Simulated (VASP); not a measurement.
# PbSe (Clausthalite) (Fm-3m) in VASP: settings compared

The runs below take PbSe (Clausthalite) through single point, with LDA, r2SCAN+rVV10.

Program: VASP 6.6.1. These are calculated values, not measurements. Logs are shortened: lines on timing, memory, paths and dates and some standing lists are left out, and cuts for length are marked.

**Measured values to compare with.**

A printed reference work, monograph reports, for a bulk crystal of PbSe at 300 K: band gap 0.28 eV (direct).

How close the calculation comes is told below.

### Step 1. The cell of the first run

The structure is cubic, space group Fm-3m (No. 225). Conventional cell: a = 6.241 Å, b = 6.241 Å, c = 6.241 Å, α = 90.00°, β = 90.00°, γ = 90.00°. Within 4.1 Å of Pb (site symmetry m-3m) lie 6 Se at 3.12 Å. Within 4.1 Å of Se (site symmetry m-3m) lie 6 Pb at 3.12 Å.

### Step 2. Single point, LDA

Contents of INCAR:

```
SYSTEM = PbSe
  PREC = Accurate
  ENCUT = 520
  EDIFF = 1E-6
  ISMEAR = -1
  SIGMA = 0.05
  LREAL = .False.
  LASPH = .True.
  NELM = 100
  ALGO = Normal
  ISIF = 2
  LWAVE = .False.
  LCHARG = .False.
  NBANDS = 17
```

Contents of KPOINTS:

```
Automatic mesh
0
Gamma
  8 8 8
  0 0 0
```

Contents of POSCAR:

```
PbSe
1.0
    0.0000000000      3.1206779849      3.1206779849
    3.1206779849      0.0000000000      3.1206779849
    3.1206779849      3.1206779849      0.0000000000
Pb Se
1 1
Direct
    0.0000000000      0.0000000000      0.0000000000
    0.5000000000      0.5000000000      0.5000000000
```

Potentials or basis: VASP PAW LDA potentials, release 64 (Pb_d, Se).

Command:

```console
cat potpaw_LDA.64/Pb_d/POTCAR potpaw_LDA.64/Se/POTCAR > POTCAR
mpirun -np 1 vasp_std > vasp.out
```

OUTCAR:

```text
SYSTEM = PbSe
   PREC = Accurate
   ENCUT = 520
   EDIFF = 1E-6
   ISMEAR = -1
   LREAL = .False.
   LASPH = .True.
   NELM = 100
   ISIF = 2

 ion  position               nearest neighbor table
   1  0.000  0.000  0.000-   2 3.12   2 3.12   2 3.12   2 3.12   2 3.12   2 3.12
   2  0.500  0.500  0.500-   1 3.12   1 3.12   1 3.12   1 3.12   1 3.12   1 3.12

  LATTYP: Found a face centered cubic cell.
 ALAT       =     6.2413559698

  Lattice vectors:

 A1 = (   0.0000000000,   3.1206779849,   3.1206779849)
 A2 = (   3.1206779849,   0.0000000000,   3.1206779849)
 A3 = (   3.1206779849,   3.1206779849,   0.0000000000)

Analysis of symmetry for initial positions (statically):
=====================================================================
 Subroutine PRICEL returns:
 Original cell was already a primitive cell.

 Routine SETGRP: Setting up the symmetry group for a
 face centered cubic supercell.

 Subroutine GETGRP returns: Found 48 space group operations
 (whereof 48 operations were pure point group operations)
 out of a pool of 48 trial point group operations.

The static configuration has the point symmetry O_h .

Analysis of symmetry for dynamics (positions and initial velocities):
=====================================================================
 Subroutine PRICEL returns:
 Original cell was already a primitive cell.

 Routine SETGRP: Setting up the symmetry group for a
 face centered cubic supercell.

 Subroutine GETGRP returns: Found 48 space group operations
 (whereof 48 operations were pure point group operations)
 out of a pool of 48 trial point group operations.

The dynamic configuration has the point symmetry O_h .

 Subroutine INISYM returns: Found 48 space group operations
 (whereof 48 operations are pure point group operations),
 and found     1 'primitive' translations

----------------------------------------------------------------------------------------

                                     Primitive cell

  volume of cell :      60.7823

  direct lattice vectors                    reciprocal lattice vectors
     0.000000000  3.120677985  3.120677985    -0.160221594  0.160221594  0.160221594
     3.120677985  0.000000000  3.120677985     0.160221594 -0.160221594  0.160221594
     3.120677985  3.120677985  0.000000000     0.160221594  0.160221594 -0.160221594

  length of vectors
     4.413305130  4.413305130  4.413305130     0.277511941  0.277511941  0.277511941

  position of ions in fractional coordinates (direct lattice)
     0.000000000  0.000000000  0.000000000
     0.500000000  0.500000000  0.500000000

[... 77 lines left out ...]
   LREAL  =      F    real-space projection
   EDIFFG = 0.1E-04   stopping-criterion for IOM
   NSW    =      0    number of steps for IOM
   IBRION =     -1    ionic relax: 0-MD 1-quasi-New 2-CG
   NFREE  =      0    steps in history (QN), initial steepest desc. (CG)
   ISIF   =      2    stress and relaxation
   ISYM   =      2    0-nonsym 1-usesym 2-fastsym
   POTIM  = 0.5000    time-step for ionic-motion
   TEBEG  =    0.0;   TEEND  =   0.0 temperature during run
   PSTRESS=    0.0 pullay stress
   NELECT =      20.0000    total number of electrons
   NUPDOWN=      -1.0000    fix difference up-down
   EMIN   =  10.00;   EMAX   =-10.00  energy-range for DOS
   EFERMI =   0.00;   METHOD = LEGACY
   ISMEAR =    -1;   SIGMA  =   0.05  broadening in eV -4-tet -1-fermi 0-gaus
   EFERMI_NEDOS =   21; number of points for ismear=-14 and -15
   IALGO  =     38    algorithm
   IMIX   =      4    mixing-type and parameters
     AMIX     =   0.40;   BMIX     =  1.00
     AMIX_MAG =   1.60;   BMIX_MAG =  1.00
  volume/ion in A,a.u.               =      30.39       205.09
  Fermi-wavevector in a.u.,A,eV,Ry     =   1.130210  2.135788 17.379742  1.277375
  Thomas-Fermi vector in A             =   2.266906
   LORBIT       =      0    0 simple, 1 ext, 2 COOP (PROOUT), +10 PAW based schemes
   GGA     = CA    functional components
   LHFCALC =     F    Hartree Fock is set to
   AEXX    =    0.0000 exact exchange contribution
   IVDW    =     0    specifies the selected vdW correction
   LEPSILON=     F    determine dielectric tensor
   LRPA    =     F    only Hartree local field effects (RPA)
 non-spin polarized calculation
  energy-cutoff  :      520.00
  volume of cell :       60.78
 maximum number of plane-waves:      1660
 NGX is ok and might be reduce to    36
   NGX = 17   NGY = 17   NGZ = 17

 number of electron      19.9999999 magnetization

 Free energy of the ion-electron system (eV)
  ---------------------------------------------------
  ext. energy  EPLUGINS =         0.00000000
  ---------------------------------------------------
  free energy    TOTEN  =        -9.37479202 eV

  energy without entropy =       -9.37456144  energy(sigma->0) =       -9.37467673

 E-fermi :   4.3275     XC(G=0):  -9.5868

 val. band max:        4.1592355895   @ k =   0.5000   0.0000   0.0000
 cond. band min:       4.4955796378   @ k =   0.5000   0.0000   0.0000
 fundamental gap:      0.3363440483
 Fermi energy:         4.3275341967

 k-point     1 :       0.0000    0.0000    0.0000
  band No.  band energies     occupation
      1     -12.4887      2.00000
      2     -12.4887      2.00000
      3     -12.4887      2.00000
      4     -12.4878      2.00000
      5     -12.4878      2.00000
      6      -8.9428      2.00000
[... 457 lines left out ...]
      4     -12.4717      2.00000
      5     -12.4598      2.00000
      6      -7.8458      2.00000
[... 9 lines left out ...]
     16      14.9440      0.00000
     17      14.9859      0.00000

 [... further k-points ...]

------------------------ aborting loop because EDIFF is reached ----------------------------------------

  FORCE on cell =-STRESS in cart. coord.  units (eV):
  Direction    XX          YY          ZZ          XY          YZ          ZX
  --------------------------------------------------------------------------------------
  -------------------------------------------------------------------------------------
  Total       -1.7166495     -1.7166495     -1.7166495      0.0000000      0.0000000     -0.0000000
  in kB      -45.2496625    -45.2496625    -45.2496625      0.0000000      0.0000000     -0.0000000
  external PRESSURE =     -45.2496625 kB  Pullay stress =       0.0000000 kB

 VOLUME and BASIS-vectors are now :
 -----------------------------------------------------------------------------
  energy-cutoff  :      520.00
  volume of cell :       60.78
      direct lattice vectors                 reciprocal lattice vectors
     0.000000000  3.120677985  3.120677985    -0.160221594  0.160221594  0.160221594
     3.120677985  0.000000000  3.120677985     0.160221594 -0.160221594  0.160221594
     3.120677985  3.120677985  0.000000000     0.160221594  0.160221594 -0.160221594

 POSITION                                       TOTAL-FORCE (eV/Angst)
 -----------------------------------------------------------------------------------
      0.00000      0.00000      0.00000         0.000000     -0.000000     -0.000000
      3.12068      3.12068      3.12068         0.000000      0.000000      0.000000
 -----------------------------------------------------------------------------------
    total drift:                                0.000000      0.000000      0.000000

  FREE ENERGIE OF THE ION-ELECTRON SYSTEM (eV)
  ---------------------------------------------------
  free  energy   TOTEN  =        -9.3747920181 eV

  energy  without entropy=       -9.3745614449  energy(sigma->0) =       -9.37467673
```

OSZICAR:

```text
N       E                     dE             d eps       ncg     rms          rms(c)
DAV:   1     0.159824344369E+03    0.15982E+03   -0.93403E+03   986   0.117E+03
DAV:   2     0.228732717596E+01   -0.15754E+03   -0.15226E+03  1060   0.308E+02
DAV:   3    -0.941106185063E+01   -0.11698E+02   -0.11605E+02  1290   0.896E+01
DAV:   4    -0.969048249888E+01   -0.27942E+00   -0.27912E+00  1239   0.157E+01
DAV:   5    -0.970024716636E+01   -0.97647E-02   -0.97639E-02  1411   0.284E+00    0.267E+00
DAV:   6    -0.938611246548E+01    0.31413E+00   -0.84028E-01  1477   0.592E+00    0.146E+00
DAV:   7    -0.937707181900E+01    0.90406E-02   -0.96475E-02  1184   0.144E+00    0.806E-01
DAV:   8    -0.937520563813E+01    0.18662E-02   -0.10562E-02  1188   0.983E-01    0.155E-01
DAV:   9    -0.937478329870E+01    0.42234E-03   -0.26713E-03  1422   0.398E-01    0.526E-02
DAV:  10    -0.937479297586E+01   -0.96772E-05   -0.14598E-04  1188   0.653E-02    0.185E-02
DAV:  11    -0.937479216297E+01    0.81290E-06   -0.13118E-05  1321   0.323E-02    0.362E-03
DAV:  12    -0.937479201813E+01    0.14483E-06   -0.67573E-07   710   0.110E-02
   1 F= -.93747920E+01 E0= -.93746767E+01  d E =-.230573E-03
```

Run time: 23 s. Hardware: 1 thread of Intel Xeon Platinum 8259CL at 2.50GHz (Skylake/Cascade Lake), shared host; peak memory 0.19 GiB.

What came out:

```
Free energy            : -9.3748 eV
Pressure               : -4.5 GPa
Band gap on the k mesh : 0.34 eV, direct
```

Levels at points of the mesh, in eV from the valence-band top:
| k point | band 6 | band 7 | band 8 | band 9 | band 10 | band 11 | band 12 | band 13 | band 14 | band 15 |
| --- | --- | --- | --- | --- | --- | --- | --- | --- | --- | --- |
| (0.00, 0.00, 0.00) | -13.10 | -6.43 | -1.57 | -1.57 | -1.57 | 4.51 | 4.51 | 4.51 | 6.63 | 6.63 |
| (0.50, 0.00, 0.00) | -12.16 | -8.51 | -1.19 | -1.19 | 0.00 | 0.34 | 1.76 | 1.76 | 8.37 | 10.00 |
| (0.50, 0.50, 0.00) | -11.87 | -7.32 | -4.51 | -2.85 | -2.85 | 3.89 | 5.33 | 5.33 | 5.74 | 11.16 |

Caveat: spin-orbit coupling is left out, which moves the levels of the heavy elements.

(Continued in part 2 of 2.)
